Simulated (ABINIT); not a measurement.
InAs in ABINIT: convergence with k mesh

Input of the first run (k mesh 2 × 2 × 2); the others differ in this setting and in those tied to it:

run.abi

```
# Pseudopotentials
pp_dirpath "./"
pseudos "In.GGA_PBE-JTH_sp.xml, As.GGA_PBE-JTH_sp.xml"

# Structure
acell 4.2680965312 4.2680965312 4.2680965312 Angstrom
rprim
     0.0000000000     0.7071067812     0.7071067812
     0.7071067812     0.0000000000     0.7071067812
     0.7071067812     0.7071067812     0.0000000000
ntypat 2
znucl 49 33
natom 2
typat 1 2
xred
     0.0000000000     0.0000000000     0.0000000000
     0.7500000000     0.7500000000     0.7500000000

# Plane-wave basis
ecut 22.0
pawecutdg 44.0
pawxcdev 0

# k points
kptopt 1
ngkpt 2 2 2
nshiftk 1
shiftk 0.0 0.0 0.0

# Exchange and correlation
ixc 11

# Bands and occupations
nband 8
occopt 3
tsmear 0.00183747

# SCF cycle
nstep 100
tolvrs 1.0e-9

# Output
iomode 3
prtwf 0
prtden 0
prteig 0
prtebands 0
prtvol 2
```

Potentials or basis: JTH PAW PBE v2.0 sp.

Command:

```bash
$ abinit run.abi > log 2>&1
```

Hardware: 1 thread of Arm Neoverse V1, with other jobs on the host.

```tsv
k mesh	energy less the tightest run, at zero smearing (meV/atom)	pressure (GPa)	SCF cycles	CPU time (s)	peak memory (GiB)
2 × 2 × 2	1010.89	13.80	10	3.8	0.11
4 × 4 × 4	70.72	6.20	10	5.8	0.11
5 × 5 × 5	24.76	5.81	10	6.9	0.11
6 × 6 × 6	9.74	5.68	10	9	0.12
7 × 7 × 7	4.18	5.64	11	12	0.12
8 × 8 × 8	1.90	5.62	10	14	0.13
10 × 10 × 10	0.39	5.60	10	21	0.14
12 × 12 × 12	0.00	5.60	10	31	0.16
```

Against the tightest run, the energy stays within 1 meV/atom from 10 × 10 × 10 on; the pressure stays within 0.1 GPa from 6 × 6 × 6 on. Meshes of other sizes hit other points, so gaps and Fermi surfaces needn't settle smoothly. The tightest run that finished is the yardstick and may itself not be fully converged.

Caveat, for the tightest run too: this set keeps more shells in the core, which shifts pressures and gaps; the atomic spheres overlap.
